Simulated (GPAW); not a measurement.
Runs of GPAW 26.7.0 on NaCl. Symmetry: Fm-3m, No. 225, cubic system. Conventional cell: a = 5.588 Å, b = 5.588 Å, c = 5.588 Å, α = 90.00°, β = 90.00°, γ = 90.00°. Cl (site symmetry m-3m) is surrounded by 6 Na at 2.79 Å. Na (site symmetry m-3m) is surrounded by 6 Cl at 2.79 Å. The cell is a database's computed one.

```tsv
level	gap on the mesh (eV)	pressure (GPa)	relaxed volume (Å³/atom)
PBEsol+D3(BJ)+ATM	5.20	0.1	20.94
PBEsol	5.01	0.0	22.01
PBEsol+D4	5.07	0.0	(b)
PBEsol+D3	(a)	0.0	21.57
PBEsol+D3(BJ)	5.24	0.1	20.78
```

Alike in all rows: task relaxation of cell and atoms; potentials or basis PAW data sets generated in the run's folder for this functional, pw; no spin polarisation; cell relaxed; k mesh 8 × 8 × 8; cutoff (eV) 800; smearing fermi-dirac 0.05 eV.

Question: Fill in the values left out.

Answer: (a) 5.09; (b) 21.67.

Caveats: later steps reuse the first step's grids.

